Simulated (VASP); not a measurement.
A run of VASP 6.6.1 is set up as follows.

Contents of INCAR:

```
PREC     = Accurate       # precision mode
ENCUT    = 600            # plane-wave cutoff, eV
EDIFF    = 1E-6           # SCF threshold, eV
ISMEAR   = 0              # smearing method
SIGMA    = 0.02           # smearing width, eV
LREAL    = F              # projectors in reciprocal space
LASPH    = T              # aspherical terms in the spheres
NELM     = 100            # most SCF steps
ALGO     = Normal         # electronic algorithm
ISIF     = 3              # what is computed and relaxed
LWAVE    = F              # write WAVECAR
LCHARG   = F              # write CHGCAR
GGA      = PE             # functional
IBRION   = 2              # ionic algorithm
NSW      = 100            # ionic steps
EDIFFG   = -0.005         # ionic threshold
```

The input KPOINTS:

```
Automatic mesh
0
Gamma
  9 9 6
```

Contents of POSCAR:

```
ZnO
1.0
    3.2493080000      0.0000000000      0.0000000000
   -1.6246540000      2.8139832727      0.0000000000
    0.0000000000      0.0000000000      5.2057090000
Zn O
2 2
Direct
    0.3333333333      0.6666666667      0.5000000000
    0.6666666667      0.3333333333      0.0000000000
    0.6666666667      0.3333333333      0.3790100000
    0.3333333333      0.6666666667      0.8790100000
```

Potentials or basis: VASP PAW PBE potentials, release 64 (Zn, O).

Launch:

```sh
$ cat potpaw_PBE.64/Zn/POTCAR potpaw_PBE.64/O/POTCAR > POTCAR
$ mpirun -np 1 vasp_std > vasp.out
```

**Question.** Predict the relaxed cell.

**Answer.** a = 3.286 Å, b = 3.286 Å, c = 5.300 Å, α = 90.00°, β = 90.00°, γ = 120.00°.

**Question.** What does it give for the band gap on the k mesh?

**Answer.** 0.72 eV, direct.

**Question.** What does it give for the relaxed volume?

**Answer.** 12.39 Å³/atom.

**Question.** What does it give for the space group after relaxing (to 0.05 Å)?

**Answer.** P6_3mc (No. 186).

Stress tensor (GPa, compression positive):
```
-0.04  0.00  0.00
 0.00 -0.04  0.00
 0.00  0.00  0.05
```

Expect the measured gap to be larger: semilocal functionals such as PBE lack the derivative discontinuity. Zero-point motion and thermal expansion aren't in these numbers.
